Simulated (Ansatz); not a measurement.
PbS (zincblende), relaxed with r2SCAN: it is cubic, F-43m (No. 216); conventional cell a = 6.602 Å, 35.97 Å³ an atom. Pb has 4 S at 2.86 Å; S has 4 Pb at 2.86 Å. One-shot G0W0@PBE in the PAW code Ansatz on a 4×4×4 mesh (contour deformation, no spin-orbit coupling), from a PBE gap of 0.800 eV over the mesh points (the G0W0 gap is indirect on the mesh); the number N of bands summed and the screening cutoff rise together. Spin-unpolarised throughout. Whether this structure exists isn't addressed.

```csv
N,cutoff (eV),1000/N,G0W0 gap (eV)
173,100,5.780,1.153
404,180,2.475,1.302
```

**Question.** Lay a straight line in 1000/N through these rows.

**Answer.** The slope is -0.0451 eV per unit of 1000/N and the intercept 1.414 eV.

**Question.** Predict the gap at N = 775 (260 eV).

**Answer.** 1.414 + (-0.0451) × 1.290 = 1.356 eV; the run gives 1.365 eV, +0.009 eV from the line.

**Question.** With that run's result added, what limit do the last two rows suggest?

**Answer.** Their slope is (1.365 − 1.302)/(1.290 − 2.475) = -0.0532, which meets 1/N = 0 at 1.43 eV, against 1.414 eV from the first line. The slope steepens, so 1/N isn't yet asymptotic and the true limit probably lies higher still; the k mesh isn't extrapolated.

Spin-orbit coupling is left out; in compounds of Pb, Bi, Tl or Hg it can lower a gap by up to about 1 eV, split its edges or invert the bands.
